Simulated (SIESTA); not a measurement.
Runs of SIESTA 5.4.2 on InP. It takes space group F-43m (No. 216, cubic). Conventional cell: a = 5.861 Å, b = 5.861 Å, c = 5.861 Å, α = 90.00°, β = 90.00°, γ = 90.00°. Around In (site symmetry -43m) lie 4 P at 2.54 Å. P (site symmetry -43m) has 4 In at 2.54 Å as nearest neighbours. 

```csv
task,level,potentials or basis,spin,cell,force tolerance,energy shift,gap on the mesh (eV),pressure (GPa),V0 of scaled cells (Å³/atom),B0 (GPa)
single point,PBE,"PseudoDojo 0.4 standard (PBE files), DZP (energy shift 0.003 Ry; two zetas on semicore shells)",off,as given,-,0.003 Ry,0.86,(a),-,-
band structure,PBE,"PseudoDojo 0.4 standard (PBE files), DZ (energy shift 0.01 Ry)",off,as given,-,0.01 Ry,(b),(d),-,-
relaxation of cell and atoms,vdW-DF-cx,"PseudoDojo 0.4 standard (PBE files), TZP (energy shift 0.01 Ry)","collinear, ferromagnetic start",relaxed,0.02 eV/Å,0.01 Ry,0.72,0.0,-,-
band structure,PBE,"PseudoDojo 0.4 standard (PBE files), DZP (energy shift 0.01 Ry)",off,as given,-,0.01 Ry,0.91,3.0,-,-
equation of state,PBE,"PseudoDojo 0.4 standard (PBE files), DZP (energy shift 0.003 Ry; two zetas on semicore shells)",off,as given,-,0.003 Ry,-,-,26.51,62
band structure,PBE,"PseudoDojo 0.4 standard (PBE files), DZ (energy shift 0.002 Ry; radii capped at 9.5 bohr)",off,as given,-,0.002 Ry,0.78,5.2,-,-
equation of state,PBE,"PseudoDojo 0.4 standard (PBE files), DZP (energy shift 0.01 Ry)",off,as given,-,0.01 Ry,-,-,26.32,59
atomic charges,LDA-PZ,"SG15 1.2 NC or PseudoDojo by element (PBE files), SZ (energy shift 0.005 Ry)",off,as given,-,0.005 Ry,0.69,(c),-,-
```

Alike in all rows: k mesh 8 × 8 × 8; smearing fermi-dirac 0.05 eV; grid cutoff 500 Ry.

Problem. Estimate the missing entries.

Solution. (a) 3.6; (b) 0.89; (c) 3.2; (d) 4.2.

Caveats: the basis of atomic orbitals isn't converged, which shifts pressures, moduli and gaps; spin-orbit coupling is left out, which moves the levels of the heavy elements (some runs); semicore shells carry a single zeta, which can move pressures by several GPa and volumes by a few percent (some runs); the basis has no polarisation orbitals (some runs); the potentials were made for another functional, which shifts forces and pressure (some runs).

A k mesh can miss the band edges, and the runs leave out spin-orbit coupling on In.

Not every run made on this cell is shown here.
